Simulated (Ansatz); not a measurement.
**GaN: computed properties**

Level of theory: DFT PBE, scalar-relativistic, plane waves, PAW in Ansatz 0.2.0.

Plane waves to 420 eV, a k mesh through Γ of 12×12×6 on the computed 4-atom cell and Gaussian smearing (0.02 eV); no spin polarisation.

The structure is relaxed at this level of theory with its symmetry kept.

Space group P6_3mc (No. 186). a = 3.218 Å, b = 3.218 Å, c = 5.243 Å, α = 90.00°, β = 90.00°, γ = 120.00°
```csv
atom,site,symmetry,x,y,z
Ga,2b,3m.,0.3333,0.6667,0.9991
N,2b,3m.,0.3333,0.6667,0.3759
```

Problem. Formation energy from the elements' standard states (uncorrected)?

Solution. -0.443 eV/atom.

Problem. Kohn–Sham band gap?

Solution. 1.71 eV.

Problem. Löwdin character of the top 1 eV of the valence band?

Solution. N 2p 87 %, Ga 4p 8 %.

Problem. Löwdin character of the lowest 1 eV of the conduction band?

Solution. N 2s 37 %, Ga 4s 36 %, N 2p 19 %, Ga 4p 9 %.

Problem. Bader charges (e)?

Solution. Ga (2 in the cell) 1.55, N (2 in the cell) -1.55.